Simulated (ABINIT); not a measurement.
BN:

```
N B
1.0
     2.49824    0.00000    0.00000
    -1.24912    2.16354    0.00000
     0.00000    0.00000    6.63570
N B
2 2
Direct
  0.66667 0.33333 0.25000
  0.33333 0.66667 0.75000
  0.66667 0.33333 0.75000
  0.33333 0.66667 0.25000
```

```yaml
Program: ABINIT 10.8.3 (patched build)
Task: relaxation of cell and atoms
Functional: PBE
Dispersion: D2
Potentials_or_basis: JTH PAW PBE v2.0
Cutoff: 707 eV
k_mesh: 12 × 12 × 4
Occupations: fermi-dirac, width 0.05 eV
Spin: no spin polarisation
```

At the start: pressure 2.6 GPa; volume 8.97 Å³/atom.

Question: Where does the relaxation end?

Answer: Over 8 steps the energy falls by 7.4 meV/atom and the volume is 8.45 Å³/atom (-5.7 %); space group P6_3/mmc (No. 194, to 0.05 Å).

Step by step:
| step | energy change (eV) | largest force (eV/Å) | pressure (GPa) | volume (Å³) |
| --- | --- | --- | --- | --- |
| 1 | 0.0000 | 0.0000 | 2.61 | 35.87 |
| 2 | -0.0063 | 0.0000 | -1.13 | 36.15 |
| 3 | -0.0080 | 0.0000 | -1.11 | 36.06 |
| 4 | -0.0084 | 0.0000 | 1.61 | 32.01 |
| 5 | -0.0258 | 0.0000 | -0.43 | 34.59 |
| 6 | -0.0293 | 0.0000 | -0.15 | 34.04 |
| 7 | -0.0298 | 0.0000 | 0.04 | 33.76 |
| 8 | -0.0298 | 0.0000 | 0.00 | 33.81 |

Final structure:
```
N B
1.0
     2.50945    0.00000    0.00000
    -1.25472    2.17325    0.00000
     0.00000    0.00000    6.20017
N B
2 2
Direct
  0.66667 0.33333 0.25000
  0.33333 0.66667 0.75000
  0.66667 0.33333 0.75000
  0.33333 0.66667 0.25000
```

Caveat: the atomic spheres overlap.
